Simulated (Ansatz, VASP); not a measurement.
Hf in VASP and in Ansatz

The input INCAR:

```
  ALGO = Normal
  EDIFF = 1E-7
  ENCUT = 520
  GGA = PE
  ISIF = 2
  ISMEAR = -1
  LASPH = True
  LCHARG = False
  LREAL = False
  LWAVE = False
  NBANDS = 11
  NELM = 100
  PREC = Accurate
  SIGMA = 0.1
```

Contents of KPOINTS:

```
k-points
0
Gamma
  14 14 14
```

Contents of POSCAR:

```
Hf
1.0
    0.0000000000      2.3296917651      2.3296917651
    2.3296917651      0.0000000000      2.3296917651
    2.3296917651      2.3296917651      0.0000000000
Hf
1
Direct
    0.0000000000      0.0000000000      0.0000000000
```

Input for Ansatz:

```yaml
crystal:
  lattice:
    - [0.0, 2.3296917651, 2.3296917651]
    - [2.3296917651, 0.0, 2.3296917651]
    - [2.3296917651, 2.3296917651, 0.0]
  atoms:
    - { symbol: Hf, position: [0.0, 0.0, 0.0] }
hamiltonian:
  xc: pbe
  pseudopotentials:
    kind: paw
    azcp:
      Hf: "pseudopotentials/Hf.paw.azcp"
basis:
  ecutwfc: 420
  fft_grid_basis: typed
kpoints:
  mp_grid: { grid: [14, 14, 14], shift: [0, 0, 0] }
magnetization:
  spin_polarized: false
scf:
  occupations: { method: fermi_dirac, width: 0.1 }
  lower_state_search: "off"
output:
  stress: true
```

Alike in both runs: task single point; functional PBE; k mesh 14 × 14 × 14; occupations fermi-dirac, width 0.1 eV; no spin polarisation.

```csv
,VASP,Ansatz
version,VASP 6.6.1,Ansatz 0.2.0
potentials or method,"VASP PAW PBE potentials, release 64 (Hf_pv)","plane waves (420 eV) with PAW, scalar-relativistic"
plane-wave cutoff (eV),520,420
valence electrons in the cell,10,26
```

|  | VASP | Ansatz | Ansatz less VASP |
| --- | --- | --- | --- |
| pressure (GPa) | -9.9 | -9.5 | +0.41 |

The two sets of potentials don't hold the same shells in valence.

The runs have no spin-orbit coupling, so splittings on Hf are missing.
